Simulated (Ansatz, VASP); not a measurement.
## CdS: VASP beside Ansatz

INCAR

```
SYSTEM = CdS
  ALGO = Normal
  EDIFF = 1E-6
  ENCUT = 520
  GGA = PE
  ISIF = 2
  ISMEAR = 0
  LASPH = .True.
  LCHARG = .False.
  LREAL = .False.
  LWAVE = .False.
  NBANDS = 16
  NELM = 100
  PREC = Accurate
  SIGMA = 0.03
```

Contents of KPOINTS:

```
k-points
0
Gamma
  12 12 12
  0 0 0
```

File POSCAR:

```
CdS
1.0
    0.0000000000      3.1783880259      2.0659522168
    3.1783880259      0.0000000000      2.0659522168
    3.1783880259      3.1783880259      0.0000000000
Cd S
1 1
Direct
    0.0000000000      0.0000000000      0.0000000000
    0.5000000000      0.5000000000      0.5000000000
```

Input for Ansatz:

```yaml
crystal:
  lattice:
    - [0.0, 3.1783880259, 2.0659522168]
    - [3.1783880259, 0.0, 2.0659522168]
    - [3.1783880259, 3.1783880259, 0.0]
  atoms:
    - { symbol: Cd, position: [0.0, 0.0, 0.0] }
    - { symbol: S, position: [0.5, 0.5, 0.5] }
basis:
  ecutwfc: 420
kpoints:
  mp_grid: { grid: [12, 12, 12] }
hamiltonian:
  xc: pbe
scf:
  occupations: { method: gaussian, width: 0.03 }
output:
  forces: true
  stress: true
  eigenvalues: true
```

Alike in both runs: task single point; functional PBE; k mesh 12 × 12 × 12; occupations gaussian, width 0.03 eV; no spin polarisation.

```csv
,VASP,Ansatz
version,VASP 6.6.1,Ansatz 0.2.0
potentials or method,"VASP PAW PBE potentials, release 64 (Cd, S)","scalar-relativistic, plane waves, PAW"
plane-wave cutoff (eV),520,420
valence electrons in the cell,18,26
```

VASP gave:

```
gap on the k mesh at the Fermi level (eV) : 1.29
least direct gap on the mesh (eV)         : 2.58
```

Estimate Ansatz's values.

gap on the k mesh at the Fermi level (eV): 1.29; least direct gap on the mesh (eV): 2.54.

The two sets of potentials don't hold the same shells in valence.

 PBE gaps usually lie below the measured ones, often by a third to a half. A k mesh can miss the band edges.
